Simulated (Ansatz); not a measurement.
# GaSb (F-43m) in Ansatz: settings compared, part 2 of 2

Ansatz 0.2.0.

### 4 Relaxation of cell and atoms, revPBE+D3(BJ)

Input file input.yaml:

```yaml
crystal:
  lattice:
    - [0.0, 3.059, 3.059]
    - [3.059, 0.0, 3.059]
    - [3.059, 3.059, 0.0]
  atoms:
    - { symbol: Sb, position: [0.75, 0.75, 0.75] }
    - { symbol: Ga, position: [0.0, 0.0, 0.0] }
kpoints:
  mp_grid: { grid: [8, 8, 8] }
scf:
  occupations: { method: fermi_dirac, width: 0.05 }
hamiltonian:
  xc: revpbe
  dispersion: d3bj
  pseudopotentials: { kind: all_electron, lapw: { basis_error: 0.001 } }
output:
  forces: true
  stress: true
relax:
  f_tol: 0.005
  max_steps: 60
  cell: {}
```

Potentials or basis: all-electron LAPW, scalar-relativistic.

Command:

```sh
ansatz run input.yaml --threads 1 --pin off --max-ram 3072MiB --backend cpu --events-out ev --progress --plain --runs-dir out
```

Log:

```text
Warning: RAYON_NUM_THREADS=1 ignored (pool sized by the plan → 1); use --threads N
The last accepted step is kept in <dir> (removed where the run ends without a failure and the disk answers)
LAPW: plane waves up to 8.870 Å⁻¹, error target 1.0e-3 eV per atom; small_component_spin mean_spin; Ga in spheres of 1.260 Å, 21 of its electrons in bands, Dirac shells []; Sb in spheres of 1.309 Å, 23 of its electrons in bands, Dirac shells [] (how accurate: hamiltonian.pseudopotentials.lapw.basis_error, Limitations)
Engine: ansatz 0.2.0, x86_64-unknown-linux-gnu
Pseudopotentials: kind: all_electron
Pseudopotential: Sb, LAPW, valence charge 23, lapw/all_electron/scalar/gaussian/Sb, Koelling and Harmon's equation, gaussian nucleus
Pseudopotential: Ga, LAPW, valence charge 21, lapw/all_electron/scalar/gaussian/Ga, Koelling and Harmon's equation, gaussian nucleus
Functional definition: revPBE
  parameter kappa = 1.245
  parameter beta = 0.06672455060314922
  exchange = pbe_x(kappa = kappa, mu = beta*pi^2/3)
  correlation = pbe_c(beta = beta)
Crystal: 2 atoms, lattice volume = 57.249 Å³
Basis set: ecut = 299.7455519995167 eV, 645 PW (Γ), exchange–correlation at level 2
Bands: 27, of which v1, the nominal top of the filled ones, is band 22 counted from 1 (21 counted from 0)
Symmetry: 24 space group operations
Space group: F-43m (ITA 216), of the structure as read, at distance tolerance 3.9e-5 Å
k-points: 29 of 512 (time reversal used)
Non-local potential: Sb, projectors of the file, none
Non-local potential: Ga, projectors of the file, none
Initial density: superposition of atomic densities (chi_scale 0.1, normalization cell, long waves kept (reshape's long-wave potential 0.00 eV rms))
Initial wavefunctions: plane waves of lowest kinetic energy (no species holds an atomic orbital)
Functional: x = revpbe(κ = 1.245, μ = 0.2195149727645171), c = pbe(β = 0.06672455060314922)
iter 1 solved again at ethr=6.79e-4 eV; its pass at ethr=1.00e-1 eV (dr2=2.99e-1 eV) is discarded
SCF iter   1: F=—  HF=-229279.824453 eV  |F-HF|=—  |Δ(HF+E_count)|=         —  Δρ=2.15e-2  dr2=3.01e-1  ethr=6.79e-4  ⟨swp⟩=2.7  Hψ=5051  notcnv=0
preconditioner: auto → none  [insulator: Δε(μ)=0.138 eV  Ē_g=15.110 eV  σ=0.050 eV  W_gap=0.55  n_scr=14 (ndim 8)  ℏωp=20.8 eV  f_vac=0.121  D(μ)=0.04/eV (n_scr^D=0)  ε∞_Penn≈2.9]
SCF iter   2: F=—  HF=-229279.791671 eV  |F-HF|=—  |Δ(HF+E_count)|=   3.28e-2  Δρ=1.01e-2  dr2=6.42e-2  ethr=6.79e-4  ⟨swp⟩=2.0  Hψ=2320  notcnv=0
SCF iter   3: F=—  HF=-229279.801014 eV  |F-HF|=—  |Δ(HF+E_count)|=   9.34e-3  Δρ=2.97e-3  dr2=6.58e-3  ethr=1.46e-4  ⟨swp⟩=2.0  Hψ=2320  notcnv=0
iter 4 solved again at ethr=2.35e-7 eV; its pass at ethr=1.49e-5 eV (dr2=1.03e-4 eV) is discarded
SCF iter   4: F=—  HF=-229279.789558 eV  |F-HF|=—  |Δ(HF+E_count)|=   1.15e-2  Δρ=4.94e-4  dr2=1.03e-4  ethr=2.35e-7  ⟨swp⟩=2.0  Hψ=3836  notcnv=0
SCF iter   5: F=—  HF=-229279.789844 eV  |F-HF|=—  |Δ(HF+E_count)|=         —  Δρ=1.44e-4  dr2=1.03e-5  ethr=2.35e-7  ⟨swp⟩=3.0  Hψ=2301  notcnv=0
the basis was enlarged: its passes take 127.3 KiB over the memory plan, 1 of 1 planned eigensolver slots
SCF iter   6: F=—  HF=-229279.789879 eV  |F-HF|=—  |Δ(HF+E_count)|=   3.50e-5  Δρ=3.00e-5  dr2=9.03e-7  ethr=2.34e-8  ⟨swp⟩=3.0  Hψ=2297  notcnv=0
SCF iter   7: F=-229279.789881 eV  HF=-229279.789880 eV  |F-HF|=3.19e-7  |Δ(HF+E_count)|=   1.35e-6  Δρ=1.15e-5  dr2=8.26e-8  ethr=2.05e-9  ⟨swp⟩=3.0  Hψ=2297  notcnv=0
SCF 1 converged in 7 iterations: F = -229279.789881 eV  dr2 = 8.26e-8
relax step   1: F+E_penalty+E_count = -229279.78988060 eV  Δ(F+E_penalty+E_count) = +0.000e0 eV  max|allowed force component| = 9.541e-18 eV/Å  Δτ_max = 0.0000 Å  P = -0.431 GPa  Ω = 57.249 Å³  (7 SCF iters, accepted)
Crystal: 2 atoms, lattice volume = 56.616 Å³
Basis set: ecut = 301.9770577761406 eV, 645 PW (Γ), exchange–correlation at level 2
Initial density: handed on by an earlier stage of this run
Initial wavefunctions: those handed on with the density
iter 1 solved again at ethr=3.89e-8 eV; its pass at ethr=1.00e-1 eV (dr2=1.71e-5 eV) is discarded
SCF iter   1: F=—  HF=-229279.790468 eV  |F-HF|=—  |Δ(HF+E_count)|=         —  Δρ=1.03e-4  dr2=1.32e-5  ethr=3.89e-8  ⟨swp⟩=4.4  Hψ=4309  notcnv=0
preconditioner: auto → none  [insulator: Δε(μ)=0.193 eV  Ē_g=21.961 eV  σ=0.050 eV  W_gap=0.71  n_scr=14 (ndim 8)  ℏωp=26.1 eV  f_vac=0.194  D(μ)=0.03/eV (n_scr^D=0)  ε∞_Penn≈2.4]
SCF iter   2: F=—  HF=-229279.790473 eV  |F-HF|=—  |Δ(HF+E_count)|=   5.60e-6  Δρ=4.94e-5  dr2=2.87e-6  ethr=3.01e-8  ⟨swp⟩=3.0  Hψ=2226  notcnv=0
iter 3 solved again at ethr=6.42e-10 eV; its pass at ethr=6.52e-9 eV (dr2=2.82e-7 eV) is discarded
SCF iter   3: F=—  HF=-229279.790477 eV  |F-HF|=—  |Δ(HF+E_count)|=   3.91e-6  Δρ=1.88e-5  dr2=2.82e-7  ethr=6.42e-10  ⟨swp⟩=2.0  Hψ=3894  notcnv=0
SCF iter   4: F=—  HF=-229279.790478 eV  |F-HF|=—  |Δ(HF+E_count)|=   6.07e-7  Δρ=6.86e-6  dr2=4.37e-8  ethr=6.42e-10  ⟨swp⟩=3.0  Hψ=2297  notcnv=0
SCF iter   5: F=-229279.790478 eV  HF=-229279.790478 eV  |F-HF|=1.19e-8  |Δ(HF+E_count)|=   5.44e-8  Δρ=2.44e-6  dr2=3.60e-9  ethr=9.93e-11  ⟨swp⟩=3.0  Hψ=2297  notcnv=0
SCF 2 converged in 5 iterations: F = -229279.790478 eV  dr2 = 3.60e-9
relax step   2: F+E_penalty+E_count = -229279.79047793 eV  Δ(F+E_penalty+E_count) = -5.973e-4 eV  max|allowed force component| = 1.388e-17 eV/Å  Δτ_max = 0.0000 Å  P = +0.136 GPa  Ω = 56.616 Å³  (5 SCF iters, accepted)
Crystal: 2 atoms, lattice volume = 56.767 Å³
Basis set: ecut = 301.44164773871125 eV, 645 PW (Γ), exchange–correlation at level 2
iter 1 solved again at ethr=2.15e-9 eV; its pass at ethr=1.00e-1 eV (dr2=9.46e-7 eV) is discarded
SCF iter   1: F=—  HF=-229279.790540 eV  |F-HF|=—  |Δ(HF+E_count)|=         —  Δρ=2.32e-5  dr2=6.96e-7  ethr=2.15e-9  ⟨swp⟩=4.8  Hψ=4288  notcnv=0
preconditioner: auto → none  [insulator: Δε(μ)=0.176 eV  Ē_g=21.952 eV  σ=0.050 eV  W_gap=0.67  n_scr=14 (ndim 8)  ℏωp=26.1 eV  f_vac=0.195  D(μ)=0.03/eV (n_scr^D=0)  ε∞_Penn≈2.4]
SCF iter   2: F=—  HF=-229279.790540 eV  |F-HF|=—  |Δ(HF+E_count)|=   7.30e-8  Δρ=1.01e-5  dr2=1.25e-7  ethr=1.58e-9  ⟨swp⟩=2.5  Hψ=2195  notcnv=0
iter 3 solved again at ethr=2.74e-11 eV; its pass at ethr=2.85e-10 eV (dr2=1.21e-8 eV) is discarded
SCF iter   3: F=-229279.790540 eV  HF=-229279.790540 eV  |F-HF|=3.00e-9  |Δ(HF+E_count)|=   1.06e-7  Δρ=3.73e-6  dr2=1.21e-8  ethr=2.74e-11  ⟨swp⟩=2.0  Hψ=3884  notcnv=0
SCF 3 converged in 3 iterations: F = -229279.790540 eV  dr2 = 1.21e-8
relax step   3: F+E_penalty+E_count = -229279.79054037 eV  Δ(F+E_penalty+E_count) = -6.244e-5 eV  max|allowed force component| = 1.503e-17 eV/Å  Δτ_max = 0.0000 Å  P = -0.003 GPa  Ω = 56.767 Å³  (3 SCF iters, accepted)
iter 1 solved again at ethr=2.74e-11 eV; its pass at ethr=1.00e-1 eV (dr2=1.21e-8 eV) is discarded
SCF iter   1: F=—  HF=-229279.790540 eV  |F-HF|=—  |Δ(HF+E_count)|=         —  Δρ=3.73e-6  dr2=1.21e-8  ethr=2.74e-11  ⟨swp⟩=4.2  Hψ=3892  notcnv=0
preconditioner: auto → none  [insulator: Δε(μ)=0.176 eV  Ē_g=21.951 eV  σ=0.050 eV  W_gap=0.67  n_scr=14 (ndim 8)  ℏωp=26.1 eV  f_vac=0.195  D(μ)=0.03/eV (n_scr^D=0)  ε∞_Penn≈2.4]
SCF iter   2: F=-229279.790540 eV  HF=-229279.790540 eV  |F-HF|=3.32e-9  |Δ(HF+E_count)|=   8.12e-9  Δρ=2.19e-6  dr2=4.99e-9  ethr=2.74e-11  ⟨swp⟩=3.0  Hψ=2269  notcnv=0
SCF 4 converged in 2 iterations: F = -229279.790540 eV  dr2 = 4.99e-9
relax step   4: F+E_penalty+E_count = -229279.79054049 eV  Δ(F+E_penalty+E_count) = -1.194e-7 eV  max|allowed force component| = 1.503e-17 eV/Å  Δτ_max = 0.0000 Å  P = -0.003 GPa  Ω = 56.767 Å³  stress off target by 3.08e-3 GPa  SCF on the basis re-selected at this cell (its energy is not comparable with the rows above)  (2 SCF iters)
basis re-selected at this cell: Δ(F+E_penalty+E_count) = -1.194e-7 eV, ΔP = -0.000 GPa vs the last step (what re-selecting the basis moved, after the strain that the cell walked since its last selection, with what the two solves' SCF thresholds leave and, on support functions, any second-order correction that the steps lacked; it is no measure of the basis error at this ecutwfc). This SCF's stress stands 3.08e-3 GPa from its target on what of the cell is left free (relax.cell.stress_tol is 5.00e-2 GPa) and its largest allowed force component is 1.50e-17 eV/Å (relax.f_tol is 5.00e-3 eV/Å): within both
SCF converged after 2 iterations
Free energy (F): -229279.790540 eV
Harris-Foulkes:  -229279.790540 eV  (|F-HF|=3.32e-9)
Internal energy: -229279.790241 eV  (E = F + TS)
E sigma→0 (E₀):  -229279.790391 eV
Entropy (-TS):   -0.000300 eV (-0.150 meV/atom)
Fermi energy:    10.109518 eV
--- Per-component energies (eV) ---
  E_band       = -1763.602299
  E_kinetic    = 239827.049433
  E_xc         = -6714.393594
  E_electrostatic = -462391.179216  (all electrons and nuclei)
  E_disp       = -1.266864  (pairwise vdW)
  E_smearing   = -0.000300  (= −TS)
  E_closure    = 0.000000  (closes the sum)
  E_atoms      = -229271.781791  (free atoms, spherical and without spin; not in F)
  Σ components = -229279.790540   (vs F -229279.790540, Δ=0.00e0)
  Basis errors (estimates in eV, not in F): energy 4.5e-4 per atom: plane waves 4.1e-4 (2.4e-4 summed), levels above the bands 1.6e-53, relativity 5.4e-8, radial functions 4.3e-5, core shells 1.3e-7; eigenvalues (radial functions only) 3.3e-7; not estimated: angular momenta, meshes, grids; target (lapw.basis_error) 1.0e-3; muffin-tin radii Ga 1.257 Å, Sb 1.306 Å
--- Forces (eV/Å), atoms counted from 1 ---
  atom   1  Sb    -0.00000000     0.00000000     0.00000000
  atom   2  Ga    -0.00000000    -0.00000000    -0.00000000
  max |Σ_I F_I| component: 4.92e-18 eV/Å
--- Stress (GPa, compression-positive) ---
       -0.003081       0.000000       0.000000
        0.000000      -0.003081       0.000000
        0.000000       0.000000      -0.003081
  P = ⅓ Tr σ = -0.0031 GPa (-0.031 kbar)
--- Relaxed structure (3 steps of the walk, 3 accepted, 1 SCFs on fresh bases) ---
  F+E_penalty+E_count = -229279.79054049 eV   max|allowed force component| = 1.503e-17 eV/Å   (the final SCF, on the basis selected at the relaxed cell)
  cell:  # Å, volume = 56.7666 Å³
    - [6.623983642764267e-34, 3.0503819544679747, 3.0503819544679747]
    - [3.0503819544679747, 2.8024546180925746e-33, 3.0503819544679747]
    - [3.0503819544679747, 3.0503819544679747, 2.038148813158236e-33]
  atoms:
    - { symbol: Sb, position: [0.7499999999999998, 0.7499999999999998, 0.7499999999999998] }
    - { symbol: Ga, position: [6.086081332377665e-34, -4.617027217665814e-34, -4.6170272176658155e-34] }
```

Wall time 66 s (1 thread of Intel Xeon at 2.50GHz (Skylake/Cascade Lake), shared host); peak memory 0.36 GiB.

What came out:

* Free energy: -229279.7905 eV
* Relaxed volume: 28.38 Å³/atom
* Relaxed cell: a = 4.314 Å, b = 4.314 Å, c = 4.314 Å, α = 60.00°, β = 60.00°, γ = 60.00°
* Space group after relaxing (to 0.05 Å): F-43m (No. 216)
* Energy gained by relaxing: 0.3 meV/atom
* Ionic steps: 4
* Pressure after relaxing: 0.0 GPa

Step by step:
```csv
step,energy change (eV),largest force (eV/Å),volume (Å³)
1,0.0000,0.0000,57.25
2,-0.0006,0.0000,56.62
3,-0.0007,0.0000,56.77
4,-0.0007,0.0000,56.77
```

Final structure:
```
CELL_PARAMETERS angstrom
0.00000 3.05038 3.05038
3.05038 0.00000 3.05038
3.05038 3.05038 0.00000
ATOMIC_POSITIONS crystal
Sb 0.75000 0.75000 0.75000
Ga 0.00000 0.00000 0.00000
```

### 5 Relaxation of cell and atoms, PBE+D3(BJ)

Changes to input.yaml since step 4:

```diff
@@ -13,3 +13,3 @@
 hamiltonian:
-  xc: revpbe
+  xc: pbe
   dispersion: d3bj
@@ -20,3 +20,3 @@
 relax:
-  f_tol: 0.005
+  f_tol: 0.02
   max_steps: 60
```

Command:

```sh
ansatz run input.yaml --threads 1 --pin off --max-ram 3072MiB --backend cpu --events-out ev --progress --plain --runs-dir out
```

It took 52 s on 1 thread of Intel Xeon at 2.50GHz (Skylake/Cascade Lake), shared host; peak memory 0.36 GiB.

It converged, with:

```yaml
Free_energy: -229269.0096 eV
Relaxed_volume: 28.79 Å³/atom
Relaxed_cell: a = 4.335 Å, b = 4.335 Å, c = 4.335 Å, α = 60.00°, β = 60.00°, γ = 60.00°
Space_group_after_relaxing_to_0.05_Å: F-43m (No. 216)
Energy_gained_by_relaxing: 0.2 meV/atom
Ionic_steps: 4
Pressure_after_relaxing: 0.0 GPa
```

Step by step:
```
step  energy change (eV)  largest force (eV/Å)  volume (Å³)
   1              0.0000                0.0000        57.25
   2             -0.0003                0.0000        57.68
   3             -0.0003                0.0000        57.58
   4             -0.0003                0.0000        57.58
```

Final structure:
```
Sb Ga
1.0
     0.00000    3.06496    3.06496
     3.06496    0.00000    3.06496
     3.06496    3.06496    0.00000
Sb Ga
1 1
Direct
  0.75000 0.75000 0.75000
  0.00000 0.00000 0.00000
```

Spin-orbit coupling is left out, which matters for the levels of Sb. Zero-point motion and thermal expansion aren't in these numbers.

### 6 Summary

```tsv
task	level	cell	cutoff (eV)	smearing	pressure (GPa)	relaxed volume (Å³/atom)
single point	PBE	as given	278	gaussian 0.028 eV	2.3	-
relaxation of cell and atoms	LDA	relaxed	-	fermi-dirac 0.05 eV	0.0	27.69
relaxation of cell and atoms	revPBE+D3(BJ)	relaxed	-	fermi-dirac 0.05 eV	0.0	28.38
relaxation of cell and atoms	PBE+D3(BJ)	relaxed	-	fermi-dirac 0.05 eV	0.0	28.79
```

Alike in all rows: potentials or basis all-electron LAPW, scalar-relativistic; no spin polarisation; k mesh 8 × 8 × 8; basis error allowed 0.001 eV/atom.

Caveats: spin-orbit coupling is left out, which moves the levels of the heavy elements (some runs).

Compare energies only between runs with the same functional and basis.

### 7 How close it comes

Step 2. Measured gap of GaSb: 0.811 eV (direct; 4.2 K; a printed reference work, data compilation). This calculation gives 0.04 eV (-0.77 eV). Spin-orbit coupling on Ga, Sb is left out. The value is that of PBE on a finite k mesh, which can miss the band edges, without temperature or zero-point motion. Semilocal functionals fall short of measured gaps as a rule.
